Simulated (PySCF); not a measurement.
Compound: cyclopentadiene, C5H6.
SMILES: `C1=CCC=C1`

The closed-shell ground state was solved at several levels (PySCF, density fitting, gas phase, non-relativistic). Isolated species at its GFN2-xTB geometry, gas phase.

| level | basis functions | HOMO (eV) | LUMO (eV) | gap (eV) | dipole (D) |
| --- | --- | --- | --- | --- | --- |
| PBE0/pcSseg-1 | 115 | -6.36 | -0.47 | 5.89 | 0.53 |
| B3LYP/pcJ-1 | 195 | -6.11 | -0.66 | 5.45 | 0.50 |

Q: Estimate the row for CAM-B3LYP/def2-SVPD, a basis of 148 functions; the other rows only guide the guess.

A: HOMO -7.64 eV, LUMO 0.63 eV, gap 8.27 eV, dipole 0.47 D.

Q: Over all these levels, which gives the widest orbital gap and which the narrowest?

A: CAM-B3LYP/def2-SVPD (range-separated hybrid) has the widest, 8.27 eV, and B3LYP/pcJ-1 (global hybrid, 20 % exact exchange) the narrowest, 5.45 eV. Functional and basis both differ between the two, so the spread mixes both effects.

Q: How far do the dipole and the HOMO energy spread over the levels?

A: The dipole runs from 0.47 to 0.53 D (mean 0.50 D) and the HOMO from -7.64 to -6.11 eV.
